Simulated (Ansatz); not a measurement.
**PbS: properties at the relaxed cell**

One table from this session's results is given with a row withheld; the runs are named, their logs left out.

Program: Ansatz 0.2.0. Level of theory: DFT PBE, scalar-relativistic, plane waves, PAW. These are calculated values, not measurements.

## The starting structure

Symmetry: Cmcm, No. 63, orthorhombic system. Conventional cell: a = 4.193 Å, b = 12.236 Å, c = 4.296 Å, α = 90.00°, β = 90.00°, γ = 90.00°. Pb (site symmetry m2m) has 5 S at 2.71 to 3.01 Å as nearest neighbours. S (site symmetry m2m) has 5 Pb at 2.71 to 3.01 Å as nearest neighbours.

Structure file:

```cif
data_structure
_symmetry_space_group_name_H-M 'P 1'
_symmetry_Int_Tables_number 1
_cell_length_a 6.4670
_cell_length_b 6.4670
_cell_length_c 4.2960
_cell_angle_alpha 90.000
_cell_angle_beta 90.000
_cell_angle_gamma 142.169
_cell_volume 110.20
loop_
_atom_site_label
_atom_site_type_symbol
_atom_site_fract_x
_atom_site_fract_y
_atom_site_fract_z
_atom_site_occupancy
Pb1 Pb 0.86670 0.13330 0.75000 1
Pb2 Pb 0.13330 0.86670 0.25000 1
S1 S 0.64539 0.35461 0.75000 1
S2 S 0.35461 0.64539 0.25000 1
```

This cell was relaxed beforehand with the same method: volume 27.55 Å³/atom, gap on the mesh 1.29 eV.

Set-up of the first run:

The input, input.yaml:

```yaml
crystal:
  lattice:
    - [2.0752422379, -6.0559579202, 0.0]
    - [2.0752422379, 6.0559579202, 0.0]
    - [0.0, 0.0, 4.2525937747]
  atoms:
    - { symbol: Pb, position: [0.8667035193, 0.1332964807, 0.75] }
    - { symbol: Pb, position: [0.1332964807, 0.8667035193, 0.25] }
    - { symbol: S, position: [0.6453915001, 0.3546084999, 0.75] }
    - { symbol: S, position: [0.3546084999, 0.6453915001, 0.25] }
basis:
  ecutwfc: 420
kpoints:
  mp_grid: { grid: [8, 8, 6] }
hamiltonian:
  xc: pbe
scf:
  occupations: { method: gaussian, width: 0.02 }
output:
  forces: true
  stress: true
  eigenvalues: true
relax:
  adjacent_minimum: "off"
  f_tol: 0.01
  max_steps: 30
  cell: { stress_tol: 0.1, fix: [volume] }
```

Started as:

```bash
$ ansatz run input.yaml --threads 2 --pin off --max-ram 5120MiB --backend cpu --events-out ev --progress --plain --runs-dir out
```

Steps of the session up to this table: Point at V/V0 = 0.97; The cell scaled to 1.03 of its volume; Point at V/V0 = 0.94; The cell scaled to 1.06 of its volume; The cell scaled to 0.91 of its volume; Point at V/V0 = 1.10; Point at V/V0 = 0.88.

One of the session's tables, all rows but one given; the rest of the session is left out.

It belongs to the step «Fit of the equation of state». 

| volume (Å³/atom) | energy above the lowest point (meV/atom) | pressure (GPa) | gap on the mesh (eV) |
| --- | --- | --- | --- |
| 24.243 | 39.9 | 4.85 | 1.14 |
| 25.069 | 19.7 | 3.05 | 1.23 |
| 25.896 | 7.7 | 1.68 | 1.24 |
| 26.722 | 1.7 | 0.69 | 1.27 |
| 27.549 | 0.0 | 0.00 | 1.29 |
| 28.375 | ? | ? | ? |
| 29.202 | 3.7 | -0.55 | 1.32 |
| 30.304 | 7.7 | -0.57 | 1.34 |

**Question.** Estimate the row for volume (Å³/atom) = 28.375.

Worked estimate for «energy above the lowest point (meV/atom)». A straight line through the neighbours (27.549, 0.0) and (29.202, 3.7) gives 0.0 + (3.7 − 0.0) × (28.375 − 27.549) / (29.202 − 27.549) = 1.8; a parabola fitted to 4 rows on both sides gives 1.2.

**Answer.** energy above the lowest point (meV/atom): 1.1; pressure (GPa): -0.39; gap on the mesh (eV): 1.31. In «energy above the lowest point (meV/atom)» the line misses by +0.7 and the parabola by +0.1.
